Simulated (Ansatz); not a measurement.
# Ga: response to strain

Aim: deform Ga (xy engineering shear strain of -4 %) and compute stress, forces and field gradients with LAPW, PAW and all-electron datasets made for the crystal.

Computed with Ansatz 0.2.0 (DFT PBE, scalar-relativistic, unless a step's input says otherwise).

1 further run of the same task is left out (set aside as unsound or not needed).

## (1) The starting structure

It takes space group Fd-3m (No. 227, cubic). Conventional cell: a = 5.877 Å, b = 5.877 Å, c = 5.877 Å, α = 90.00°, β = 90.00°, γ = 90.00°. Around Ga (site symmetry -43m) lie 4 Ga at 2.54 Å.

Coordinates:

```
CELL_PARAMETERS angstrom
0.00000 2.93864 2.93864
2.93864 0.00000 2.93864
2.93864 2.93864 0.00000
ATOMIC_POSITIONS crystal
Ga 0.00000 0.00000 0.00000
Ga 0.25000 0.25000 0.25000
```

Atoms are numbered in the order of the input: Ga1, Ga2.

## (2) The deformed structure

Space group Fd-3m before, Imma after.

## (3) LAPW, all electrons

input.yaml reads:

```yaml
crystal:
  lattice:
    - [-0.0587728561, 2.9386428044, 2.9386428044]
    - [2.9386428044, -0.0587728561, 2.9386428044]
    - [2.8798699483, 2.8798699483, 0.0]
  atoms:
    - { symbol: Ga, position: [0.0, 0.0, 0.0] }
    - { symbol: Ga, position: [0.25, 0.25, 0.25] }
kpoints:
  mp_grid: { grid: [12, 12, 12] }
scf:
  occupations: { method: fermi_dirac, width: 0.05 }
hamiltonian:
  xc: pbe
  pseudopotentials: { kind: all_electron, lapw: { basis_error: 0.0005 } }
output:
  forces: true
  stress: true
  eigenvalues: true
```

## (4) Frozen-core PAW

Edit input.yaml of step 3 so:

```diff
@@ -14,3 +14,3 @@
   xc: pbe
-  pseudopotentials: { kind: all_electron, lapw: { basis_error: 0.0005 } }
+  pseudopotentials: { kind: paw }
 output:
@@ -19 +19,2 @@
   eigenvalues: true
+  efg: { contact_densities: true }
```

## (5) All-electron PAW on datasets made for the crystal

Edit input.yaml of step 4 so:

```diff
@@ -14,3 +14,3 @@
   xc: pbe
-  pseudopotentials: { kind: paw }
+  pseudopotentials: { kind: all_electron, datasets: crystal }
 output:
```

(Steps that only read results are left out.)

Q: Predict the outcome of this session. Wanted: pressure; largest shear or deviatoric stress.

The runs gave:

| quantity | value |
| --- | --- |
| pressure | LAPW 0.10, PAW 0.09, crystal datasets 0.10 GPa |
| largest shear or deviatoric stress (LAPW) | 1.33 GPa |

**Reading.** The largest part of the stress beyond the pressure is 1.33 GPa in size, in the xy component; the atoms are carried along and not relaxed. No run of the undeformed cell stands beside it, so the pressure holds what the given cell had before the change. PAW: stress within 0.01 GPa of LAPW, forces within 1 meV/Å. Crystal datasets: stress within 0.01 GPa of LAPW, forces within 1 meV/Å.
